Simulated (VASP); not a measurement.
InP, 2 atoms in the cell. The structure is cubic, space group F-43m (No. 216). The conventional cell has a = 5.879 Å, b = 5.879 Å, c = 5.879 Å, α = 90.00°, β = 90.00°, γ = 90.00°. Around In (site symmetry -43m) lie 4 P at 2.55 Å. P (site symmetry -43m) has 4 In at 2.55 Å as nearest neighbours. 

| Property | Result |
| --- | --- |
| Program | VASP 6.6.1 |
| Task | dielectric tensor |
| Functional | PBE |
| Potentials or basis | VASP PAW PBE potentials, release 64 (In_d, P) |
| Cutoff | 520 eV |
| k mesh | 14 × 14 × 14 |
| Occupations | gaussian, width 0.03 eV |
| Spin | no spin polarisation |
| Monkhorst-Pack mesh | yes |
| Further INCAR settings | ALGO = Normal; EDIFF = 1e-08 |

Potentials or basis: VASP PAW PBE potentials, release 64 (In_d, P).

Run with:

```console
$ cat potpaw_PBE.64/In_d/POTCAR potpaw_PBE.64/P/POTCAR > POTCAR
$ mpirun -np 1 vasp_std > vasp.out
```

Hardware: 1 thread of Intel(R) Xeon(R) Platinum 8488C (Sapphire Rapids) (shared host).

Question: How long does it take, and how much memory?

Answer: Run time: 38 min on 1 thread of Intel(R) Xeon(R) Platinum 8488C (Sapphire Rapids) (shared host), peak memory 2 GiB. Counts: scf iterations 166, k points 280.
